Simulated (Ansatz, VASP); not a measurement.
Two plane-wave programs on SnO2

```
Sn O
1.0
     4.82652    0.00000    0.00000
     0.00000    4.82837    0.00000
     0.00000    0.00000    3.23816
Sn O
2 4
Direct
  0.50000 0.50000 0.50000
  0.00000 0.00000 0.00000
  0.30650 0.30666 0.00000
  0.80650 0.19334 0.50000
  0.19350 0.80666 0.50000
  0.69350 0.69334 0.00000
```

Alike in both runs: functional PBE; k mesh 6 × 6 × 8; occupations gaussian, width 0.02 eV; no spin polarisation.

Ansatz relaxed the structure, and its values are those at the end. VASP's run is a single point on that final structure, the one shown.

|  | VASP | Ansatz |
| --- | --- | --- |
| version | VASP 6.6.1 | Ansatz 0.2.0 |
| potentials or method | VASP PAW PBE potentials, release 64 (Sn_d, O) | scalar-relativistic, plane waves, PAW |
| plane-wave cutoff (eV) | 520 | 420 |
| valence electrons in the cell | 52 | 52 |

VASP gave:

* gap on the k mesh at the Fermi level (eV): 0.67
* least direct gap on the mesh (eV): 0.67
* pressure (GPa): 0.6
* rms of the force components (eV/Å): 0.008

Task: What did Ansatz give for the same quantities?

Result: gap on the k mesh at the Fermi level (eV): 0.68; least direct gap on the mesh (eV): 0.68; pressure (GPa): 0.0; rms of the force components (eV/Å): 0.000.

Caveats: spin-orbit coupling is left out, which moves the levels of the heavy elements.
